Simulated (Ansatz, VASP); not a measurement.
# InAs: VASP beside Ansatz, part 2 of 2

One calculation is typed for both programs; each brings its own data sets. How far apart do they land? The cell is taken from a series of runs on this material, whose earlier steps may have relaxed, scaled, displaced or heated it; both programs get it as it stands.

VASP 6.6.1 and Ansatz 0.2.0.

So far: Set-up; Ansatz: zone-centre phonons, LDA.

**3. VASP: zone-centre phonons, LDA**

Level of this step: LDA; plane waves and PAW (As, In_d) (VASP).

The same cell, functional (in two slightly different forms), mesh and smearing now go to VASP, with its own data sets.

Lines of VASP's logs that name or quote its potential files are left out, and so is its time.

Contents of INCAR:

```
SYSTEM = InAs
PREC = Accurate
ENCUT = 500
EDIFF = 1E-08
NELM = 120
ISMEAR = 1
SIGMA = 0.2
LREAL = .FALSE.
ALGO = Normal
GGA = CA
NBANDS = 15
LORBIT = 11
LWAVE = .FALSE.
LCHARG = .FALSE.
ISIF = 2
IBRION = 8
LASPH = .TRUE.
GGA_COMPAT = .FALSE.
EFERMI = MIDGAP
KPAR = 2
```

Contents of POSCAR:

```
InAs
1.0
    0.0000000000      3.1032989977      2.9073015267
    3.1032989977      0.0000000000      2.9073015267
    3.1032989977      3.1032989977      0.0000000000
As In
1 1
Direct
    0.7500000000      0.7500000000      0.7500000000
    0.0000000000      0.0000000000      0.0000000000
```

Contents of KPOINTS:

```
Automatic mesh
0
Gamma
12 12 12
0 0 0
```

The projector-augmented-wave data sets are As and In_d (LDA family, release 64).

The run is started by

```
> mpirun -np 2 vasp_std
```

Numbers of over 12 decimals in the logs are rounded to 6 here.

The program printed:

```text
[banner, memory and clock lines left out]
running    2 mpi-ranks, on    1 nodes
 distrk:  each k-point on    1 cores,    2 groups
 distr:  one band on    1 cores,    1 groups

 POSCAR found type information on POSCAR AsIn
 POSCAR found :  2 types and       2 ions
 LDA part: xc-table for (Slater(with rela. corr.)+CA(PZ))
 , standard interpolation
 POSCAR, INCAR and KPOINTS ok, starting setup
 FFT: planning ... GRIDC
 FFT: planning ... GRID_SOFT
 FFT: planning ... GRID
 WAVECAR not read
 entering main loop
       N       E                     dE             d eps       ncg     rms          rms(c)
DAV:   1     0.110656489226E+03    0.11066E+03   -0.82125E+03  4897   0.125E+03
DAV:   2    -0.157295431166E+01   -0.11223E+03   -0.10801E+03  5317   0.297E+02
DAV:   3    -0.911454089090E+01   -0.75416E+01   -0.75014E+01  6402   0.789E+01
DAV:   4    -0.930888090246E+01   -0.19434E+00   -0.19429E+00  5878   0.143E+01
DAV:   5    -0.931735020997E+01   -0.84693E-02   -0.84692E-02  7496   0.253E+00    0.455E+00
DAV:   6    -0.904918615652E+01    0.26816E+00   -0.38456E-01  7747   0.109E+01    0.251E+00
DAV:   7    -0.901239620276E+01    0.36790E-01   -0.10580E-01  6921   0.298E+00    0.680E-01
DAV:   8    -0.900898628070E+01    0.34099E-02   -0.11134E-02  6457   0.128E+00    0.205E-01
DAV:   9    -0.900887967854E+01    0.10660E-03   -0.75355E-04  6524   0.259E-01    0.128E-01
DAV:  10    -0.900890301733E+01   -0.23339E-04   -0.10124E-04  7650   0.162E-01    0.673E-02
DAV:  11    -0.900890736267E+01   -0.43453E-05   -0.30946E-05  7496   0.107E-01    0.510E-02
DAV:  12    -0.900890495929E+01    0.24034E-05   -0.47255E-06  7302   0.293E-02    0.725E-03
DAV:  13    -0.900890499440E+01   -0.35113E-07   -0.65631E-07  6171   0.469E-03    0.218E-03
DAV:  14    -0.900890499244E+01    0.19584E-08   -0.28836E-08  6099   0.266E-03
   1 F= -.90089050E+01 E0= -.90090568E+01  d E =0.455466E-03
 Linear response reoptimize wavefunctions to high precision
DAV:   1    -0.900890499282E+01   -0.37971E-09   -0.23682E-09  5028   0.520E-04
DAV:   2    -0.900890499289E+01   -0.70713E-10   -0.65358E-10  3397   0.229E-04
 Linear response DOF=           4
 Linear response progress:
  Degree of freedom:   1/  4
       N       E                     dE             d eps       ncg     rms          rms(c)
RMM:   1    -0.477743534552E-01   -0.47774E-01    0.63726E-02 30011   0.154E+00
RMM:   2    -0.452962642896E-01    0.24781E-02    0.18455E-03 22336   0.575E-01    0.109E-01
RMM:   3    -0.460104369401E-01   -0.71417E-03   -0.19608E-03 26310   0.246E-01    0.465E-02
RMM:   4    -0.461752844189E-01   -0.16485E-03   -0.15925E-04 26859   0.836E-02    0.108E-02
RMM:   5    -0.462028961771E-01   -0.27612E-04   -0.17686E-05 27827   0.311E-02    0.505E-03
RMM:   6    -0.461862538782E-01    0.16642E-04   -0.18725E-06 26979   0.843E-03    0.163E-03
RMM:   7    -0.461848418525E-01    0.14120E-05   -0.13889E-07 29250   0.271E-03    0.112E-03
RMM:   8    -0.461852487219E-01   -0.40687E-06   -0.31520E-08 28715   0.115E-03    0.663E-04
RMM:   9    -0.461858819027E-01   -0.63318E-06    0.41060E-08 27449   0.424E-04    0.769E-05
RMM:  10    -0.461859471533E-01   -0.65251E-07    0.23009E-07 29367   0.171E-04    0.679E-05
RMM:  11    -0.461859463147E-01    0.83858E-09   -0.11179E-07 30693   0.700E-05    0.161E-05
RMM:  12    -0.461859648388E-01   -0.18524E-07    0.69327E-08 28578   0.291E-05    0.884E-06
RMM:  13    -0.461859645049E-01    0.33383E-09   -0.16047E-09 29964   0.145E-05    0.182E-06
 first order change of Fermi-energy   0.20615E-03
 force on displaced ion       1 direction 1 :  -7.265   0.000  -0.000
 Linear response progress:
  Degree of freedom:   2/  4
       N       E                     dE             d eps       ncg     rms          rms(c)
RMM:   1    -0.470387619116E-01   -0.47039E-01    0.65164E-02 17555   0.149E+00
RMM:   2    -0.452224493105E-01    0.18163E-02    0.12773E-03 13292   0.549E-01    0.101E-01
RMM:   3    -0.458229160168E-01   -0.60047E-03   -0.18443E-03 15379   0.228E-01    0.436E-02
RMM:   4    -0.459626420060E-01   -0.13973E-03   -0.13853E-04 15632   0.780E-02    0.105E-02
RMM:   5    -0.459927782780E-01   -0.30136E-04   -0.16586E-05 16116   0.303E-02    0.432E-03
RMM:   6    -0.459798387774E-01    0.12940E-04   -0.16802E-06 15821   0.776E-03    0.154E-03
RMM:   7    -0.459768859226E-01    0.29529E-05   -0.16683E-07 17363   0.250E-03    0.914E-04
RMM:   8    -0.459772039391E-01   -0.31802E-06   -0.47323E-08 16196   0.997E-04    0.456E-04
RMM:   9    -0.459777290681E-01   -0.52513E-06    0.49949E-08 16494   0.323E-04    0.900E-05
RMM:  10    -0.459778167133E-01   -0.87645E-07    0.14513E-07 17468   0.133E-04    0.567E-05
RMM:  11    -0.459778039732E-01    0.12740E-07   -0.15777E-07 17704   0.517E-05    0.149E-05
RMM:  12    -0.459778198089E-01   -0.15836E-07    0.52765E-08 17060   0.214E-05    0.272E-06
RMM:  13    -0.459778153075E-01    0.45014E-08   -0.29182E-08 16095   0.111E-05    0.127E-06
 first order change of Fermi-energy   0.96143E-03
 force on displaced ion       1 direction 3 :  -0.000  -0.000  -7.027
 Linear response progress:
  Degree of freedom:   3/  4
       N       E                     dE             d eps       ncg     rms          rms(c)
RMM:   1    -0.235711480696E+00   -0.23571E+00   -0.98297E-02 19320   0.487E+00
RMM:   2    -0.238132863317E+00   -0.24214E-02   -0.13327E-02 24308   0.104E+00    0.792E-02
RMM:   3    -0.238072637402E+00    0.60226E-04   -0.15376E-03 26336   0.320E-01    0.386E-02
RMM:   4    -0.237881555289E+00    0.19108E-03   -0.14887E-04 27035   0.108E-01    0.205E-02
RMM:   5    -0.237838672153E+00    0.42883E-04   -0.22039E-05 28306   0.393E-02    0.810E-03
RMM:   6    -0.237838700025E+00   -0.27872E-07   -0.12021E-06 28004   0.134E-02    0.192E-03
RMM:   7    -0.237848776747E+00   -0.10077E-04   -0.13968E-07 28942   0.404E-03    0.737E-04
RMM:   8    -0.237848496006E+00    0.28074E-06   -0.35603E-07 28603   0.170E-03    0.507E-04
RMM:   9    -0.237848073260E+00    0.42275E-06   -0.21026E-07 28642   0.755E-04    0.988E-05
RMM:  10    -0.237847649936E+00    0.42332E-06    0.68828E-07 29210   0.327E-04    0.582E-05
RMM:  11    -0.237847454142E+00    0.19579E-06    0.17453E-07 30243   0.158E-04    0.173E-05
RMM:  12    -0.237847362596E+00    0.91547E-07    0.16588E-07 29631   0.884E-05    0.142E-05
RMM:  13    -0.237847472195E+00   -0.10960E-06    0.16080E-08 28739   0.551E-05    0.126E-05
RMM:  14    -0.237847456656E+00    0.15539E-07    0.83779E-11 32314   0.360E-05    0.300E-05
RMM:  15    -0.237847467623E+00   -0.10967E-07   -0.80837E-10 30851   0.271E-05    0.566E-06
RMM:  16    -0.237847457907E+00    0.97168E-08    0.25088E-09 30731   0.217E-05    0.283E-06
 first order change of Fermi-energy  -0.33936E-04
 force on displaced ion       2 direction 1 :  -7.261  -0.000  -0.000
 Linear response progress:
  Degree of freedom:   4/  4
       N       E                     dE             d eps       ncg     rms          rms(c)
RMM:   1    -0.235283521954E+00   -0.23528E+00   -0.89313E-02 11358   0.493E+00
RMM:   2    -0.237805000020E+00   -0.25215E-02   -0.12713E-02 14199   0.102E+00    0.748E-02
RMM:   3    -0.237730289187E+00    0.74711E-04   -0.14600E-03 15505   0.311E-01    0.359E-02
RMM:   4    -0.237517401010E+00    0.21289E-03   -0.12555E-04 15729   0.995E-02    0.188E-02
RMM:   5    -0.237458977077E+00    0.58424E-04   -0.21371E-05 16487   0.374E-02    0.760E-03
RMM:   6    -0.237454164969E+00    0.48121E-05   -0.24897E-06 16393   0.120E-02    0.188E-03
RMM:   7    -0.237463747149E+00   -0.95822E-05   -0.29517E-07 16983   0.357E-03    0.737E-04
RMM:   8    -0.237463691035E+00    0.56114E-07   -0.79453E-08 16663   0.150E-03    0.464E-04
RMM:   9    -0.237463738247E+00   -0.47211E-07   -0.29078E-08 17049   0.631E-04    0.122E-04
RMM:  10    -0.237463343708E+00    0.39454E-06    0.10081E-07 16583   0.271E-04    0.444E-05
RMM:  11    -0.237463164713E+00    0.17899E-06    0.79684E-08 17977   0.131E-04    0.169E-05
RMM:  12    -0.237463145530E+00    0.19183E-07    0.34821E-08 17103   0.725E-05    0.185E-05
RMM:  13    -0.237463237651E+00   -0.92120E-07    0.95923E-09 16872   0.457E-05    0.208E-05
RMM:  14    -0.237463237616E+00    0.34415E-10    0.59972E-09 19449   0.313E-05    0.213E-05
 first order change of Fermi-energy  -0.27481E-04
 force on displaced ion       2 direction 3 :   0.000   0.000  -6.997
 Linear response finished
```

Parts of OUTCAR (step 3):

```text
ion  position               nearest neighbor table
   1  0.750  0.750  0.750-   2 2.63   2 2.63   2 2.63   2 2.63
   2  0.000  0.000  0.000-   1 2.63   1 2.63   1 2.63   1 2.63

  LATTYP: Found a body centered tetragonal cell.
 ALAT       =     4.3887275306
 C/A-ratio  =     1.3248949753

 Subroutine GETGRP returns: Found  8 space group operations
 (whereof  8 operations were pure point group operations)

The static configuration has the point symmetry D_2d.

 Found    163 irreducible k-points:

   k-points           NKPTS =    163   k-points in BZ     NKDIM =    163   number of bands    NBANDS=     15

   dimension x,y,z NGX =    32 NGY =   32 NGZ =   32
   dimension x,y,z NGXF=    64 NGYF=   64 NGZF=   64

   ENCUT  =  500.0 eV  36.75 Ry    6.06 a.u.   7.75  7.75  8.00*2*pi/ulx,y,z

   NELECT =      18.0000    total number of electrons

 k-points in reciprocal lattice and weights: Automatic mesh
   0.00000000  0.00000000  0.00000000       0.001
   0.08333333  0.00000000  0.00000000       0.005
   0.16666667 -0.00000000  0.00000000       0.005
   0.25000000  0.00000000  0.00000000       0.005
   0.33333333  0.00000000  0.00000000       0.005
   0.41666667  0.00000000  0.00000000       0.005
   0.50000000  0.00000000  0.00000000       0.002
   0.08333333  0.08333333  0.00000000       0.001
   0.16666667  0.08333333  0.00000000       0.005
[...]
-0.33333333  0.16666667  0.50000000       0.002
  -0.25000000  0.25000000  0.50000000       0.001

 average (electrostatic) potential at core
       1 -53.2354       2 -96.2290

  Total       -0.6896597     -0.6896597      0.0458333      0.0000000      0.0000000      0.0000000
  in kB      -19.7323199    -19.7323199      1.3113687      0.0000000      0.0000000      0.0000000
  external PRESSURE =     -12.7177571 kB  Pullay stress =       0.0000000 kB

  energy-cutoff  :      500.00
  volume of cell :       56.00
      direct lattice vectors                 reciprocal lattice vectors
     0.000000000  3.103298998  2.907301527    -0.161118861  0.161118861  0.171980785
     3.103298998  0.000000000  2.907301527     0.161118861 -0.161118861  0.171980785
     3.103298998  3.103298998  0.000000000     0.161118861  0.161118861 -0.171980785

 POSITION                                       TOTAL-FORCE (eV/Angst)
 -----------------------------------------------------------------------------------
      4.65495      4.65495      4.36095         0.000000      0.000000      0.000000
      0.00000      0.00000      0.00000        -0.000000     -0.000000     -0.000000
 -----------------------------------------------------------------------------------
    total drift:                               -0.000000     -0.000000      0.000000

 Eigenvectors and eigenvalues of the dynamical matrix
 ----------------------------------------------------

   1 f  =    6.257468 THz    39.316829 2PiTHz  208.726653 cm-1    25.878795 meV
             X         Y         Z           dx          dy          dz
      4.654948  4.654948  4.360952     0.777984    0.000000    0.000000
      0.000000  0.000000  0.000000    -0.628284   -0.000000    0.000000

   2 f  =    6.257468 THz    39.316829 2PiTHz  208.726653 cm-1    25.878795 meV
             X         Y         Z           dx          dy          dz
      4.654948  4.654948  4.360952     0.000000   -0.777984   -0.000000
      0.000000  0.000000  0.000000    -0.000000    0.628284    0.000000

   3 f  =    6.149490 THz    38.638388 2PiTHz  205.124920 cm-1    25.432237 meV
             X         Y         Z           dx          dy          dz
      4.654948  4.654948  4.360952     0.000000    0.000000   -0.778560
      0.000000  0.000000  0.000000     0.000000   -0.000000    0.627570

   4 f/i=    0.000777 THz     0.004883 2PiTHz    0.025921 cm-1     0.003214 meV
             X         Y         Z           dx          dy          dz
      4.654948  4.654948  4.360952    -0.385667    0.495986   -0.000000
      0.000000  0.000000  0.000000    -0.477559    0.614163   -0.000000

   5 f/i=    0.000777 THz     0.004883 2PiTHz    0.025921 cm-1     0.003214 meV
             X         Y         Z           dx          dy          dz
      4.654948  4.654948  4.360952     0.495986    0.385667   -0.000000
      0.000000  0.000000  0.000000     0.614163    0.477559   -0.000000

   6 f/i=    0.006408 THz     0.040263 2PiTHz    0.213748 cm-1     0.026501 meV
             X         Y         Z           dx          dy          dz
      4.654948  4.654948  4.360952     0.000000    0.000000    0.627570
      0.000000  0.000000  0.000000     0.000000    0.000000    0.778560

 ELASTIC MODULI CONTR FROM IONIC RELAXATION (kBar)
 Direction    XX          YY          ZZ          XY          YZ          ZX
 --------------------------------------------------------------------------------
 XX           0.0000      0.0000      0.0000      0.0000      0.0000      0.0000
 YY           0.0000      0.0000      0.0000      0.0000      0.0000      0.0000
 ZZ           0.0000      0.0000      0.0000      0.0000      0.0000      0.0000
 XY           0.0000      0.0000      0.0000   -187.4910      0.0000     -0.0000
 YZ           0.0000      0.0000      0.0000      0.0000   -193.7207      0.0000
 ZX           0.0000      0.0000      0.0000     -0.0000      0.0000   -173.1002
 --------------------------------------------------------------------------------
```

The gap is under twice the smearing width, so the edge states are partly filled and the run can't tell a small gap from a semimetal. Methfessel-Paxton smearing is not meant for a cell with a gap.

**4. Comparison**

Known differences besides the potentials themselves: the two LDA forms differ slightly; the data sets hold 28 valence electrons in Ansatz (on its PAW soft_1 files) and 18 in VASP; the cutoff is 420 eV in Ansatz and 500 eV in VASP; VASP's log shows a relativistic correction to its local exchange, Ansatz's none. Total energies have different zeros and are not compared.

Both answers:

| quantity | Ansatz | VASP | difference |
| --- | --- | --- | --- |
| optical mode 1 (cm⁻¹) | 204.4 | 205.1 | -0.33 % |
| optical mode 2 to 3 (cm⁻¹) | 207.7 | 208.7 | -0.47 % |

Modes are paired by rising frequency, not by their patterns, so a pair may set unlike modes beside each other; they are those without the splitting of longitudinal modes.

**5. Results**

| Item | Value |
| --- | --- |
| r.m.s. difference of the optical zone-centre modes, each program's sorted by frequency (zone-centre phonons, LDA) | 0.89 cm⁻¹ |

In words: The r.m.s. difference of the optical zone-centre modes, each program's sorted by frequency is 0.89 cm⁻¹ (zone-centre phonons, LDA). The data sets hold unlike numbers of valence electrons (28 in Ansatz and 18 in VASP), so part of the differences comes from the potentials. Such differences can come from data sets, numerical settings and the points named under the comparisons, not from the functional's error against experiment.

[Lines on the potential files, build, host, timing and source positions are cut from VASP's logs without a mark.]

[Logs are printed without paths, hosts, clocks, repeated set-up lines and the standing remarks that a program may print on its own settings, such as how far it seeks lower states.]

[Hosts, paths, dates, database ids (printed as entryN), source tags and the programs' standing remarks are cut or masked in the printed files.]
